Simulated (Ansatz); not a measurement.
# Property card for SiO₂

Level of theory: DFT LDA, scalar-relativistic, plane waves, PAW in Ansatz 0.2.0.

Cutoff 420 eV; k points 6×6×4 on the computed 9-atom cell (Γ-centred); Gaussian smearing, width 0.02 eV; no spin polarisation.

The structure is relaxed at this level of theory with its symmetry kept. This form isn't the usual stable structure of the compound.

```
Si O
1.0
     5.03870    0.00000    0.00000
    -2.51935    4.36364    0.00000
     0.00000    0.00000    5.52485
Si O
3 6
Direct
  0.00000 0.50000 0.33333
  0.50000 0.50000 0.66667
  0.50000 0.00000 0.00000
  0.58439 0.79220 0.83333
  0.79220 0.58439 0.50000
  0.79220 0.20780 0.16667
  0.41561 0.20780 0.83333
  0.20780 0.41561 0.50000
  0.20780 0.79220 0.16667
```

**Question.** Formation energy from the elements' standard states (uncorrected)?

**Answer.** -3.110 eV/atom.

**Question.** Kohn–Sham band gap?

**Answer.** 5.49 eV, indirect from (0.000, 0.000, 0.427) to Γ.

**Question.** Löwdin character of the top 1 eV of the valence band?

**Answer.** O 2p 97 %.

**Question.** Löwdin character of the lowest 1 eV of the conduction band?

**Answer.** Si 3s 38 %, O 2s 19 %, Si 3p 17 %, unprojected 21 %.

**Question.** Electron masses at the edge by Cartesian direction of the standard setting (m_e; degenerate bands sorted by energy; no spin-orbit coupling)?

**Answer.** x: 0.54; y: 0.54; z: 0.52.

**Question.** Hole masses at the edge by Cartesian direction of the standard setting (m_e; degenerate bands sorted by energy; no spin-orbit coupling)?

**Answer.** x: 2.8; y: 2.9; z: 2.0.

**Question.** Bulk modulus?

**Answer.** 137 GPa.

**Question.** Its pressure derivative?

**Answer.** 1.7.

**Question.** Electronic dielectric constant xx, yy, zz of the standard setting (independent particles)?

**Answer.** 2.5, 2.5, 2.5.

**Question.** Bader charges (e)?

**Answer.** Si (3 in the cell) 3.29, O (6 in the cell) -1.64.